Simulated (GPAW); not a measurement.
Ge: equation of state with PW91+D4

**The experiment to reproduce.**

“Sub-monolayer structures of Ag overlayers on Ge(111): experimental observations and first-principles study”, 2019, arxiv:1908.00180 quotes, for a bulk crystal of Ge: bulk modulus 75.8 GPa.

Crystal: Ge.

```
Ge
1.0
     0.00000    2.82891    2.82891
     2.82891    0.00000    2.82891
     2.82891    2.82891    0.00000
Ge
2
Direct
  0.75000 0.75000 0.75000
  0.50000 0.50000 0.50000
```

```
Program             : GPAW 26.7.0
Task                : equation of state
Functional          : PW91
Dispersion          : D4
Potentials or basis : PAW data sets generated in the run's folder for this functional
Cutoff              : 600 eV
Basis               : pw
k mesh              : 8 × 8 × 8
Occupations         : fermi-dirac, width 0.05 eV
Spin                : no spin polarisation
Maxiter             : 150
Eos scales          : [0.94, 0.96, 0.98, 1.0, 1.02, 1.04, 1.06]
```

```
Equilibrium volume                      : 23.29 Å³/atom
Bulk modulus                            : 64 GPa
Pressure derivative of the bulk modulus : 5.1 (rough: it moves with the points fitted)
```

Energy against volume, from the lowest point:
| volume (Å³/atom) | energy (meV/atom) |
| --- | --- |
| 21.281 | 41.03 |
| 21.733 | 23.42 |
| 22.186 | 11.13 |
| 22.639 | 3.53 |
| 23.092 | 0.00 |
| 23.545 | 0.18 |
| 23.997 | 3.70 |

Run time: 72 s on 1 thread of Arm Neoverse V1, on a shared host, peak memory 0.23 GiB.

Against the measured bulk modulus of Ge, 75.8 GPa (quoted in “Sub-monolayer structures of Ag overlayers on Ge(111): experimental observations and first-principles study”, 2019, arxiv:1908.00180), the calculated 64 GPa is off by -15.9 %. The fit is for a static lattice scaled at fixed shape and fixed fractional positions. The cell as given is a measured one (22.64 Å³/atom); PW91+D4 puts the equilibrium volume +2.9 % from it, thermal expansion not counted.
